Does a germanium structure cost more energy the more tightly its atoms are packed? Roughly, yes. The cheapest structure is the roomy diamond lattice, and the usual way to a denser solid is to give up the bonds that make diamond cheap. But density only stands in for bonding, and some structures in the table show the two coming apart.

Germanium crystal structures computed with Ansatz 0.2.0 using plane-wave PAW DFT (PBE, scalar-relativistic, 420 eV cutoff). Cell and atoms are relaxed at zero pressure, keeping the starting symmetry. Energies are per atom, relative to the lowest-energy structure in the table, without zero-point motion.

```
   found from  space group number  atoms in cell  volume per atom (Å³)  over lowest (meV/atom)
database cell                 227              2                 23.90                     0.0
database cell                 194              8                 23.87                     9.0
database cell                 194              4                 23.87                    18.0
 random start                  15              6                 24.07                    92.0
database cell                 206              8                 21.98                   140.0
database cell                  96             12                 21.54                   142.0
database cell                 148              8                 21.60                   146.0
 changed type                 139              2                 21.34                   222.0
database cell                 141              2                 19.31                   229.0
 changed type                 194              4                 20.64                   265.0
 changed type                 166              4                 24.02                   266.0
      Ga type                  64              4                 21.41                   270.0
 random start                 115              5                 32.59                   292.0
     Ga sites                  63              2                 19.88                   302.0
      N sites                 198              4                 20.48                   305.0
 random start                 139              1                 19.38                   328.0
      In type                 139              1                 19.50                   329.0
      Ti type                 191              3                 19.37                   330.0
      Sm type                 166              3                 19.46                   333.0
```

The column "over lowest" is the energy per atom above diamond, which is space group 227. The structures are named here by space group number, with the number of atoms in the cell where two share one. The volumes are those of the relaxed cells. The eight-atom 194 cell, for instance, started at 22.8 Å³ per atom and grew to 23.87 as it relaxed.

Start from the two limits. In diamond each atom spends its four valence electrons on four strong bonds, which point to the corners of a tetrahedron and leave much empty space. In a close-packed metal an atom touches about twelve others, so the same four electrons are spread over many weaker and longer contacts. If the contacts kept their length, close packing would more than halve the volume. The densest structures here are only about a fifth smaller than diamond, because the gain in packing is largely paid back in longer contacts.

A straight line between these limits gives a simple yardstick. One end is diamond. The other is the average of four dense structures that lie within 5 meV/atom of each other: the two one-atom cells of 139, the 191 cell and the three-atom 166 cell. With V as the volume per atom in Å³, the expected energy in meV/atom is

E = 330 × (23.90 − V) / (23.90 − 19.43)

A structure roomier than diamond is charged nothing, since it has given up no volume. Thirteen rows lie within 35 meV/atom of this line: the five that define it and eight of the other fourteen, two of them only just inside. The six that miss by more are 141, the four-atom 166 cell, 115, 15, 64 and 198. The first three miss by the most, and they are where the physics shows best. The eight-atom 194 structure is among those that fit: at its relaxed volume the line gives about 2 meV/atom, against the 9 computed.

The first break is the 141 structure, known as β-tin. It took no part in setting the line. Its volume is 19.31 Å³, so it has given up 4.59 Å³ and should cost

330 × 4.59 / 4.47 = 339 meV/atom

The calculation gives 229, which is 110 less. The same break appears without the line: β-tin is the densest structure in the table, yet it lies about 100 meV/atom below the average of the four others that are almost as dense. That is far more than the convergence of about 4 meV/atom for metals. The relaxations keep the starting symmetry, though, so some of the four may rest on saddles, with lower structures nearby that would narrow the gap.

The likely cause, read from the known structure type and not from the relaxed geometry, is that β-tin is a diamond network squashed along one axis, with angles pushed far from tetrahedral. Each atom keeps four near neighbours and gains two more only slightly farther away. The four electrons are then shared among about six fairly short contacts, not a dozen long ones, while the extra contacts fill the empty space.

Symmetry shows at least that the four competitors are not tetrahedral networks. In a cell with one atom, every atom is a centre of inversion: for each neighbour on one side there is another exactly opposite. A tetrahedron has no such opposite corners, so tetrahedral bonding is ruled out. The two three-atom cells also have inversion symmetry, and with an odd number of atoms at least one must sit on such a centre. Inversion does not set the price by itself, though. The 198 structure has no inversion centre and still lies about 50 meV/atom above the line. The simple hexagonal lattice, with one atom on an inversion centre and eight neighbours, is expected to lie close to β-tin, but it is not in the table. The number of neighbours is therefore the more likely cause, and the size of the break depends on which dense structures were sampled.

The second break runs the other way. The four-atom 166 cell is as roomy as diamond to within about 0.1 Å³, yet it lies 266 meV/atom higher. The four-atom 194 cell with nearly the same volume, hexagonal diamond, costs only 18. It keeps four neighbours at nearly tetrahedral angles and merely changes how the layers are stacked. Room is thus needed for good tetrahedral bonds, but it does not ensure them.

The 115 structure makes the point more strongly. It has over a third more volume than diamond and costs 292 meV/atom. A third limit explains why extra room must stop helping: pull the atoms far enough apart and every bond is lost, at a price of several eV per atom. Energy therefore rises on both sides of the best volume. The 115 cell is not near that limit: after relaxation each atom still has four neighbours at about 2.5 Å. The angles between those bonds are strongly bent, though, which is the likely reason for its cost, and the extra room is space that does no work. For the four-atom 166 cell my guess is that some atoms have too few bonds, or bonds at poor angles. The 15 structure is a milder case: it too is slightly roomier than diamond, yet it costs 92 meV/atom. Its run shows a gap of 0.35 eV on the mesh, as expected of a fully bonded network, so strained bonds are more likely there than missing ones.

Between the limits lie three structures that give up about 2 Å³ per atom and still keep four neighbours each: 206, 96 and 148, known as BC8, ST12 and R8. They pack more tightly by bending the bond angles, and all three cost close to 140 meV/atom. The 64 structure has almost the same volume as ST12 but lies 128 meV/atom above it. At equal density, then, the arrangement of the neighbours can matter nearly as much as the whole step from diamond to ST12.

One caution applies to the scale as a whole. The PBE functional gives diamond-type germanium no band gap, whereas the real crystal is a semiconductor. A functional can also err differently for a covalent crystal and for a metal, so the height of the metals above diamond is less certain than the differences among the metals. The β-tin break, when taken directly against the four dense structures, is of the safer kind, because diamond does not enter it.

Under pressure the break has a direct consequence. Pressure adds a term P × V to the energy and so rewards small volume. β-tin is smaller than its four dense competitors by only 0.06 to 0.19 Å³ at zero pressure, a margin that different compressibilities could undo, but its lead of about 100 meV/atom is expected to survive moderate pressure. Among these dense forms, it is the first to consider when germanium is squeezed.

To place a new germanium structure, look at the neighbours before the density. In this table, four neighbours at nearly tetrahedral angles cost up to about 20 meV/atom, while four at strongly bent angles have no single price: around 140 in BC8, ST12 and R8, but 292 in the 115 cell. Counting neighbours is therefore not enough, and even knowing that the angles are bent gives no reliable estimate of the energy. β-tin, the one structure identified here as a flattened tetrahedron with two added neighbours, costs 229, and the four dense competitors about 330. If a roomy structure from a symmetric start still comes out high, as the four-atom 166 cell does, shift its atoms slightly and relax it again without symmetry. These relaxations keep the symmetry they start with, so such a structure may be resting on a saddle with a better-bonded one below it. The 115 cell came from a random start, so it may simply be a poor local minimum.
